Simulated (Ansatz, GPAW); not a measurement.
Given: the input of a run of GPAW 26.7.0 (ASE script) on Nb. 

Contents of run.py:

```python
from ase.dft.bandgap import bandgap
from ase.io import read, write
from ase.units import GPa
from gpaw import GPAW, PW

atoms = read('Nb.xyz')

calc = GPAW(mode=PW(600),
            xc='PBE',
            kpts={'size': (11, 11, 11), 'gamma': True},
            occupations={'name': 'methfessel-paxton', 'order': 0, 'width': 0.012},
            nbands=15,
            convergence={'density': 1e-05, 'energy': 1e-05},
            maxiter=150,
            txt='gpaw.txt')
atoms.calc = calc
energy = atoms.get_potential_energy()
forces = atoms.get_forces()
stress = atoms.get_stress()
calc.write('gs.gpw')
write('result.traj', atoms)
print(f'Energy: {energy:.6f} eV')
print('Forces (eV/A):')
print(forces.round(4))
print('Stress (GPa):', (stress / GPa).round(3))
print('Fermi level:', round(calc.get_fermi_level(), 4), 'eV')
print(f'Gap: {bandgap(calc)[0]:.4f} eV, direct: {bandgap(calc, direct=True)[0]:.4f} eV')
```

Contents of Nb.xyz:

```xyz
1
Lattice="-1.6639500000 1.6639500000 1.6639500000 1.6639500000 -1.6639500000 1.6639500000 1.6639500000 1.6639500000 -1.6639500000" Properties=species:S:1:pos:R:3 pbc="T T T"
Nb     0.0000000000      0.0000000000      0.0000000000
```

Potentials or basis: GPAW PAW data sets (gpaw-data 1.2.1), pw.

The run is started by

```console
$ OMP_NUM_THREADS=1 python run.py
```

Set up the same calculation for Ansatz 0.2.0. Potentials or basis there: Ansatz PAW, cutoff 420 eV.

As run (cutoffs and basis follow the program's own potentials, and thresholds, step limits or extra output files can differ):

Contents of input.yaml:

```yaml
crystal:
  lattice:
    - [-1.66395, 1.66395, 1.66395]
    - [1.66395, -1.66395, 1.66395]
    - [1.66395, 1.66395, -1.66395]
  atoms:
    - { symbol: Nb, position: [0.0, 0.0, 0.0] }
hamiltonian:
  xc: pbe
  pseudopotentials: { kind: paw }
kpoints:
  mp_grid: { grid: [11, 11, 11] }
scf:
  occupations: { method: gaussian, width: 0.012 }
output:
  forces: true
  stress: true
  eigenvalues: true
  write_density: true
  write_potential: true
  elf: true
  volumetric_format: npy
```

Potentials or basis: Ansatz PAW.

Run with:

```bash
$ ansatz run input.yaml --threads 2 --pin off --max-ram 5632MiB --backend cpu --events-out ev --progress --plain --runs-dir out
```

Both were run:

|  | GPAW | Ansatz |
| --- | --- | --- |
| Pressure | -2.5 GPa | -1.7 GPa |

Ansatz's pressure holds a Pulay term of +0.03 GPa for its cutoff of 420 eV, which the other run lacks.

Where Ansatz's input types no cutoff or centring, it takes its own default and a Γ-centred mesh.

Pressure is positive in compression.
